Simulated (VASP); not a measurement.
Wanted: the native input for a VASP 6.6.1 run.

```yaml
Task: relaxation of cell and atoms
Functional: RPBE
Potentials_or_basis: VASP PAW PBE potentials, release 64 (K_sv, Br)
Cutoff: 600 eV
k_mesh: 8 × 8 × 8
Occupations: gaussian, width 0.03 eV
Spin: no spin polarisation
Further_INCAR_settings: ALGO = Normal; EDIFF = 1e-06; IBRION = 2; EDIFFG = -0.01; NSW = 90; ISIF = 3
```

The structure of KBr lies in POSCAR:

```
KBr
1.0
    0.0000000000      3.3000000000      3.3000000000
    3.3000000000      0.0000000000      3.3000000000
    3.3000000000      3.3000000000      0.0000000000
K Br
1 1
Direct
    0.0000000000      0.0000000000      0.0000000000
    0.5000000000      0.5000000000      0.5000000000
```

The input as run:

INCAR

```
SYSTEM = KBr
PREC = Accurate ; ENCUT = 600
EDIFF = 1E-6 ; ISMEAR = 0
SIGMA = 0.03 ; LREAL = .False.
LASPH = .True. ; NELM = 80
ALGO = Normal ; ISIF = 3
LWAVE = .False. ; LCHARG = .False.
GGA = RP ; IBRION = 2
NSW = 90 ; EDIFFG = -0.01
```

KPOINTS

```
regular mesh
0
Gamma
  8 8 8
  0 0 0
```

Potentials or basis: VASP PAW PBE potentials, release 64 (K_sv, Br).

Command:

```sh
$ cat potpaw_PBE.64/K_sv/POTCAR potpaw_PBE.64/Br/POTCAR > POTCAR
$ mpirun -np 1 vasp_std > vasp.out
```

Results of the run:

```json
{
  "Relaxed volume": "41.52 Å³/atom",
  "Relaxed cell": "a = 4.897 Å, b = 4.897 Å, c = 4.897 Å, α = 60.00°, β = 60.00°, γ = 60.00°",
  "Space group after relaxing (to 0.05 Å)": "Fm-3m (No. 225)",
  "Energy gained by relaxing": "33.2 meV/atom",
  "Ionic steps": "4",
  "Pressure after relaxing": "0.0 GPa",
  "Band gap on the k mesh": "4.39 eV, direct"
}
```

Caveat: the volume moved by over 15 % at a fixed basis, so the end points are rough; the PAW data sets were made with another functional, which shifts forces and pressure a little; the volume moved by +16 % from the deposited cell, more than functionals usually miss.

It took 61 s on 1 thread of Intel(R) Xeon(R) Platinum 8488C (Sapphire Rapids), on a shared host, peak memory 0.26 GiB.
